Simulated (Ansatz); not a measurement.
# Electron scattering at the Σ3 (111) boundary in bcc Nb with W (substitutional), part 2 of 2

How much does the Σ3 (111) boundary in bcc Nb with W (substitutional) reflect electrons?

Ansatz 0.2.0; Ansatz plane-wave DFT, PBE, PAW files; relaxation of a bicrystal slab with its lowest layers held; PAW set soft_1 (the session's first sound run).

So far. Step 2 (Relaxing the bicrystal): The largest force component on a free atom ends at 0.0037 eV/Å, under the tolerance of 0.03, after 10 steps.

### Step 3. Transmission across the boundary

Bulk layers of each grain are laid under and over the relaxed boundary, and a lead is named in the middle of each, away from the free faces. The mesh across the current, 16×16, is finer than the density's, because channels open and close sharply across the zone. Energies from -0.1 to 0.1 eV in steps of 0.05 eV are too few for the program's thermal sum, so it prints no conductance; for a metal the transmission near the Fermi level serves, at a fraction of the cost.

This step: Ansatz plane-wave DFT, PBE, PAW files; ballistic transport by layer matching (Landauer), zero bias; boundary relaxed in a short slab, bulk layers laid on; PAW set soft_1 (Ansatz 0.2.0).

System of this step: Σ3 (111) boundary in bcc Nb with W (substitutional). The cell holds 44 atoms: 43 Nb and 1 W. Its edges and angles: a = 4.676 Å, b = 4.676 Å, c = 49.238 Å, α = 90.0°, β = 90.0°, γ = 120.0°. It derives from Nb. Regions: lower grain, 18 atoms (18 Nb); boundary, 11 atoms (10 Nb and 1 W); upper grain, 15 atoms (15 Nb). Vacuum lies along c.

The input, input.yaml:

```yaml
crystal:
  lattice:
    - [4.6758143013, 0.0, 0.0]
    - [-2.3379071506, 4.0493739683, 0.0]
    - [0.0, 0.0, 49.2376549741]
  atoms:
    - { symbol: Nb, position: [-7.6666666665, -15.3333333332, 0.0812386374] }
    - { symbol: Nb, position: [-7.3333333331, -14.6666666665, 0.1006231227] }
    - { symbol: Nb, position: [-6.9999999998, -13.9999999999, 0.120007608] }
    - { symbol: Nb, position: [-6.6666666665, -13.3333333332, 0.1393920932] }
    - { symbol: Nb, position: [-6.3333333332, -12.6666666666, 0.1587765785] }
    - { symbol: Nb, position: [-5.9999999999, -11.9999999999, 0.1781610638] }
    - { symbol: Nb, position: [-5.6666666665, -11.3333333332, 0.197545549] }
    - { symbol: Nb, position: [-5.3333333332, -10.6666666666, 0.2169300343] }
    - { symbol: Nb, position: [-4.9999999999, -9.9999999999, 0.2363145196] }
    - { symbol: Nb, position: [-4.6666666666, -9.3333333333, 0.2556990048] }
    - { symbol: Nb, position: [-4.3333333332, -8.6666666666, 0.2750834901] }
    - { symbol: Nb, position: [-3.9999999999, -7.9999999999, 0.2944679754] }
    - { symbol: Nb, position: [-3.6666666666, -7.3333333333, 0.3138524606] }
    - { symbol: Nb, position: [-3.3333333333, -6.6666666666, 0.3332369459] }
    - { symbol: Nb, position: [-3.0, -6.0, 0.3526214312] }
    - { symbol: Nb, position: [-2.6666666666, -5.3333333333, 0.3720059165] }
    - { symbol: Nb, position: [-2.3333333333, -4.6666666667, 0.3913904017] }
    - { symbol: Nb, position: [-2.0, -4.0, 0.410774887] }
    - { symbol: Nb, position: [0.3333333333, 0.6666666667, 0.4301593723] }
    - { symbol: Nb, position: [0.6666666667, 0.3333333333, 0.4489995953] }
    - { symbol: Nb, position: [0.0, 0.0, 0.4683974451] }
    - { symbol: Nb, position: [0.3333333333, 0.6666666667, 0.4887343231] }
    - { symbol: Nb, position: [0.6666666667, 0.3333333333, 0.5089366362] }
    - { symbol: W, position: [0.0, 0.0, 0.5220619211] }
    - { symbol: Nb, position: [0.3333333333, 0.6666666667, 0.5460932345] }
    - { symbol: Nb, position: [0.0, 0.0, 0.5728604395] }
    - { symbol: Nb, position: [0.6666666667, 0.3333333333, 0.5877490341] }
    - { symbol: Nb, position: [0.3333333333, 0.6666666667, 0.6067257596] }
    - { symbol: Nb, position: [0.0, 0.0, 0.6279940835] }
    - { symbol: Nb, position: [-2.3333333333, -4.6666666667, 0.6473785688] }
    - { symbol: Nb, position: [-2.6666666666, -5.3333333333, 0.6667630541] }
    - { symbol: Nb, position: [-3.0, -6.0, 0.6861475394] }
    - { symbol: Nb, position: [-3.3333333333, -6.6666666666, 0.7055320246] }
    - { symbol: Nb, position: [-3.6666666666, -7.3333333333, 0.7249165099] }
    - { symbol: Nb, position: [-3.9999999999, -8.0, 0.7443009952] }
    - { symbol: Nb, position: [-4.3333333333, -8.6666666666, 0.7636854804] }
    - { symbol: Nb, position: [-4.6666666666, -9.3333333333, 0.7830699657] }
    - { symbol: Nb, position: [-4.9999999999, -9.9999999999, 0.802454451] }
    - { symbol: Nb, position: [-5.3333333332, -10.6666666666, 0.8218389362] }
    - { symbol: Nb, position: [-5.6666666665, -11.3333333332, 0.8412234215] }
    - { symbol: Nb, position: [-5.9999999999, -11.9999999999, 0.8606079068] }
    - { symbol: Nb, position: [-6.3333333332, -12.6666666666, 0.879992392] }
    - { symbol: Nb, position: [-6.6666666665, -13.3333333332, 0.8993768773] }
    - { symbol: Nb, position: [-6.9999999998, -13.9999999999, 0.9187613626] }
kpoints:
  mp_grid: { grid: [6, 6, 1] }
hamiltonian:
  xc: pbe
  pseudopotentials: { kind: paw, azcp: { folder: soft_1 } }
scf:
  occupations: { method: fermi_dirac, width: 0.1 }
output:
  transmission:
    leads: [[10, 11], [35, 36]]
    kmesh: [16, 16]
    e_range: [-0.1, 0.1]
    de: 0.05
  write_potential: true
  write_density: true
  volumetric_format: npy
  elf: true
```

Run with:

```console
$ ansatz run input.yaml --threads 4 --pin off --max-ram 15360MiB --backend cpu --events-out ev --progress --plain --runs-dir out
```

Numbers of over 12 decimals in the logs are rounded to 6 here.

What it wrote:

```text
[...]
Crystal: 44 atoms, lattice volume = 932.272 Å³
Basis set: ecut = 420 eV, 18231 PW (Γ)
Bands: 344, of which v1, the nominal top of the filled ones, is band 287 counted from 1 (286 counted from 0)
Symmetry: 6 space group operations
[...]
k-points: 7 of 36 (time reversal used)
[...]
SCF iter   1: F=—  HF=-206160.466808 eV  |F-HF|=—  |Δ(HF+E_count)|=         —  Δρ=8.22e-2  dr2=1.32e3  ethr=3.10e-3  ⟨swp⟩=7.6  Hψ=9387  notcnv=0
[...]
SCF iter  12: F=-206128.661752 eV  HF=-206128.661752 eV  |F-HF|=1.32e-8  |Δ(HF+E_count)|=   2.29e-8  Δρ=1.04e-6  dr2=2.70e-8  ethr=1.75e-11  ⟨swp⟩=17.6  Hψ=8374  notcnv=0
SCF 1 converged in 12 iterations: F = -206128.661752 eV  dr2 = 2.70e-8
[...]
transmission: 168 of 1680 steps passed
transmission: 336 of 1680 steps passed
[...]
transmission: 1680 of 1680 steps passed
WARN: The output density's exchange-correlation potential varies sharply where the density is thin. Do not read a vacuum level from v_tot or v_xc, or from such a field of the output density. On a cell that repeats whose density bears no net charge and no dipole along the vacuum's axis use v_es (v_loc + v_h of the components); under efield.dipole_correction with no amplitude use v_es + v_field, which holds any externa [...]
SCF converged after 12 iterations
Free energy (F): -206128.661752 eV
[...]
Internal energy: -206126.608715 eV  (E = F + TS)
E sigma→0 (E₀):  -206127.635234 eV
Entropy (-TS):   -2.053037 eV (-46.660 meV/atom)
Fermi energy:    14.724731 eV
[...]
--- Band table (eV; the first three rows and the last of 7) ---
  k-point 0: bands = [... 283 lower, 14.3033, 14.3033, 14.4149, 14.4149, 14.5114, 14.5114, 14.6332, 14.6648, ... 53 higher]
  k-point 1: bands = [... 283 lower, 14.6217, 14.6450, 14.6980, 14.7027, 14.7287, 14.7629, 14.7776, 14.8098, ... 53 higher]
  k-point 2: bands = [... 283 lower, 14.7776, 14.7875, 14.8664, 14.9060, 14.9086, 14.9572, 15.0041, 15.0509, ... 53 higher]
  k-point 6: bands = [... 283 lower, 14.4730, 14.4797, 14.4890, 14.5086, 14.5094, 14.5170, 14.5634, 14.5892, ... 53 higher]
--- Transmission ---
  basis      : 163 plane waves across, 56 finite elements along
  points     : 30, standing for a mesh of 16 x 16
  energies   : 5 from -0.100000 to 0.100000 eV about the Fermi level, 0.050000 eV apart; the leads are filled to 0.000000 eV, and channels, transmission and decay are at 0.000000 eV
  crystal 0  : Nb2, at the sites [10, 11], period 1.9089 Å, over 18.13 Å; its Hamiltonian steps by up to 11.9 meV
    offset         : up to 0.0000 Å between an atom of the period and one for which it stands
    channels       : 4.582031e0 a spin
    conductance    : none, the energies end too early or step too widely for 300 K: set another output.transmission.e_range or a lower de, or, where they end at an eighth of basis.ecutwfc, a higher one
[...]
channels       : 4.582031e0 a spin
[...]
junction   : crystal 0 to crystal 1, 14.02 to 36.17 Å
    transmission   : 2.460888e0 a spin
[...]
```

Run time: 2.4 min. Hardware: 4 threads of Intel Xeon Platinum 8559C (Emerald Rapids), shared host; peak memory 6.6 GiB.

Reading the cycles: dr2 is the Hartree energy of the density residual (eV), the measure of convergence; HF is the Harris–Foulkes estimate of the energy, which meets the free energy F at convergence.

This step gave:

| Quantity | Value |
| --- | --- |
| free energy | -206128.6618 eV |
| energy at zero smearing | -206127.6352 eV |
| Fermi energy | 14.72 eV |
| cell area | 18.93 Å² |
| transmission per spin nearest the Fermi level | 2.461 |
| open channels per spin nearest the Fermi level | 4.582 |
| open channels per spin, upper lead | 4.582 |
| step of the lead's potential | 11.9 meV |
| step of the upper lead's potential | 12.1 meV |

Per spin. Table of transmission, zone mean by energy, zero at the Fermi level:

```tsv
energy (eV)	transmission, zone mean
-0.1000	2.70
-0.0500	2.57
0.0000	2.46
0.0500	2.32
0.1000	2.17
```

Per spin. Table of open channels, zone mean by energy, zero at the Fermi level:

```tsv
energy (eV)	lead	upper lead
-0.1000	5.05	5.00
-0.0500	4.65	4.65
0.0000	4.58	4.58
0.0500	4.32	4.32
0.1000	4.11	4.07
```

Transmission over k1 and k2. At 0.0000 eV from the Fermi level.

Ten even steps from '_' (1.25) to '@' (3.39):
```
**####**====**####**##**++++**##
**##@@%%++**++%%@@##****==__==**
++**%%##********##%%**++++____++
**==++****++%%++****++==**++==++
++==****++--::::--++****==++****
****++**%%::______::%%**++****##
**##%%**++::________::++**%%##**
**##@@##**--__________--**##@@##
****##%%**++::________::++**%%##
**##****++**%%::______::%%**++**
++****++==****++--::::--++****==
**++==++**==++****++%%++****++==
++++____++++**%%##********##%%**
****==__==****##@@%%++**++%%@@##
**##**++++**##**####**====**####
******++**++**********++**++****
```
Columns: k1 (b1) from -0.5 to 0.438; rows upwards: k2 (b2) from -0.5 to 0.438.

Open channels over k1 and k2. At 0.0000 eV from the Fermi level.

Ten even steps from '_' (3.00) to '@' (8.00):
```
::::::::====::::::::::::::::::::
::::====::**::====::::::**__**::
==::======****======::==::____::
====::======@@======::====::**::
====****============****====::::
::::::**@@==______==@@**::::::::
::::========________========::::
::::========__________========::
::::::========________========::
::::::::::**@@==______==@@**::::
==::::====****============****==
==::**::====::======@@======::==
==::____::==::======****======::
::::**__**::::::====::**::====::
::::::::::::::::::::::====::::::
::::::======::::::::::======::::
```
Columns: k1 (b1) from -0.5 to 0.438; rows upwards: k2 (b2) from -0.5 to 0.438.

Electrostatic potential energy in the ca plane at fractional y = 0.000, with atoms of Nb and W within 0.2 Å of it. With pseudopotentials it is smooth inside the atoms' cores, unlike the true potential.

Values in eV, 7 rows by 16 columns, each cell a mean:
```
-31  10 -26 -25  10 -33 -17   0 -27   0 -26 -25   7 -37 -11   4
  7  16   8   8  15   6  10  14   4  14   8   8  15   5  12  15
 16  14  15  15  14  16  15  14  15  15  16  15  15  16  15  15
 15  13  15  15  13  15  14  13  15  14  16  14  13  16  14  13
 15  15  15  15  15  15  15  15  15  16  15  15  15  15  15  15
 -3  15   0   0  14  -3   4  11  -6  10   0   0  13  -5   7  13
-39   9 -33 -32   8 -41 -23  -3 -30  -4 -33 -33   4 -45 -16   1
```
Columns run along c (16.0 Å, from fractional 0.35 to 0.68 of the cell; values clipped at the 3rd and 97th percentile), rows up along a (4.7 Å). Atoms in or near the plane, at fractional coordinates: Nb at (0.41, 0.00), Nb at (0.47, 0.00), W at (0.52, 0.00), Nb at (0.57, 0.00), Nb at (0.63, 0.00).

Valence density in the ca plane at fractional y = 0.000, with atoms of Nb and W within 0.2 Å of it. It is the smooth field of the valence electrons, not physical close to the nuclei.

Ten even steps from '0' (0.2 e/Å³) to '9' (5.6 e/Å³), each cell a mean:
```
86200048862001588510039972014886200268840002
42000013420000134200013420001342000024310000
00000000000000000000000000000000000000000000
00000000000000000000000000000000000000000000
00000000000000000000000000000000000000000000
00000000000000000000000000000000000000000000
00000000000000000000000000000000000000000000
00000000000000000000000000000000000000000000
00000000000000000000000000000000000000000000
11000001110000011000001110000111000011100000
74100026741000367310026851002674100147620001
87300158872001688620159983015887200278851002
```
Columns run along c (16.0 Å, from fractional 0.35 to 0.68 of the cell), rows up along a (4.7 Å). Atoms in or near the plane, at fractional coordinates: Nb at (0.41, 0.00), Nb at (0.47, 0.00), W at (0.52, 0.00), Nb at (0.57, 0.00), Nb at (0.63, 0.00).

ELF in the ca plane at fractional y = 0.000, with atoms of Nb and W within 0.2 Å of it. It is the smooth field of the valence electrons, not physical close to the nuclei.

Ten even steps from '0' (0.13) to '9' (0.72), each cell a mean:
```
69612398696114976942377586338869622696893216
97223148962231589513327852324896222269841322
21245311212552122125522223531121254212113541
33455443344554433345555555543334455433344554
54333334543333345332334542113454333345433333
32222223322222233222122320001332222234322222
43222234432222344322223431002443222234322222
54444444544444444444445554333454444444444444
12356422123554211235543334542122455321124653
53134214531341255214313522421453133135412431
99412179994122899832358884327999422499972214
18721395297115943953485177349529822792593128
```
Columns run along c (16.0 Å, from fractional 0.35 to 0.68 of the cell), rows up along a (4.7 Å). Atoms in or near the plane, at fractional coordinates: Nb at (0.41, 0.00), Nb at (0.47, 0.00), W at (0.52, 0.00), Nb at (0.57, 0.00), Nb at (0.63, 0.00).

Over the solved energies the transmission per spin lies between 2.17 and 2.70, out of 4.54 channels of the lead on average (up to 5.05).

### Step 4. Specific resistance

This step: Ansatz plane-wave DFT, PBE, PAW files; ballistic transport by layer matching (Landauer), zero bias; specific resistance of the boundary; PAW set soft_1 (Ansatz 0.2.0).

Numbers from this step:

- area resistance: 0.4606 fΩ m²
- T over the leads' mean channel count: 0.5391

Averaged over the energies near the Fermi level, 53.9 % of the channels pass, which makes 0.461 fΩ m².

By hand, with T and the leads' channels N averaged over the energies near the Fermi level: RA = A (h/2e²)(1/T − ½[1/N₁ + 1/N₂]) = 18.93×10⁻²⁰ m² × 12 906 Ω × (1/2.445 − ½[1/4.545 + 1/4.526]) = 0.461 fΩ m².

### Step 5. Outcome

- specific resistance of the boundary: 0.461 fΩ m²
- share of channels that pass: 0.539

**Reading.** The boundary has a specific resistance of 0.46 fΩ m². The boundary reflects 46 % of the channels; 0.46 fΩ m² is 4.6×10⁻¹² Ω·cm². One W in 18.9 Å² of boundary is a high coverage. Each plane of this narrow cell holds one atom, so the solute fills a whole plane. One starting structure was relaxed; another shift or atom count at the boundary may lie lower. Spin-orbit coupling is left out, which matters for W.

[Logs are printed without paths, hosts, clocks, repeated set-up lines and the standing remarks that a program may print on its own settings, such as how far it seeks lower states.]

[Hosts, paths, dates, database ids (printed as entryN), source tags and the programs' standing remarks are cut or masked in the printed files.]
